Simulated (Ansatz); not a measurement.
**Structure types of Te compared at 87 GPa**

Structure types of Te are relaxed in primitive cells with their symmetry kept at 87 GPa, first on PAW files, then by LAPW. The enthalpy is E + pV at zero temperature, without zero-point motion. Only the types listed were tried, and differences under about 5 meV/atom are mesh noise. The real phase may be another.

All numbers are PBE results (scalar-relativistic) from Ansatz 0.2.0, with Fermi–Dirac smearing of 0.08 eV, no spin polarisation. Methods: LAPW: all electrons, basis error target 0.5 meV/atom; PAW: frozen-core files, cutoff 420 eV.

k meshes: bcc 16×16×16, hcp 15×15×8, simple hexagonal 16×16×14, omega 8×8×11, A7 13×13×13.

Spin–orbit coupling is left out, which matters for the heavy atoms.

Problem. Which type is lowest in enthalpy, and by how much?

Solution. fcc, 31 meV/atom below bcc. The whole table:

```
      start type                   ends as          a, b, c (Å)  V (Å³/atom)  H − H(lowest), LAPW (meV/atom)  same, PAW
             bcc                bcc, Im-3m  3.263, 3.263, 3.263        17.36                            31.0       31.1
             hcp             hcp, P6_3/mmc  2.952, 2.952, 4.572        17.25                            33.4       33.5
simple hexagonal  simple hexagonal, P6/mmm  2.833, 2.833, 2.648        18.40                           758.6      758.9
           omega             omega, P6/mmm  4.687, 4.687, 2.762        17.52                           184.2      184.4
              A7                fcc, Fm-3m  4.094, 4.094, 4.094        17.16                             0.0        0.0
```

Problem. Split the lead of fcc over bcc into energy and pV.

Solution. For bcc less fcc: ΔE = -80.1 meV/atom, and p·ΔV = 87 GPa × +0.2045 Å³ × 6.242 meV/(GPa·Å³) = +111.0 meV/atom, together 30.9 meV/atom. fcc wins by its smaller volume, against the internal energy.
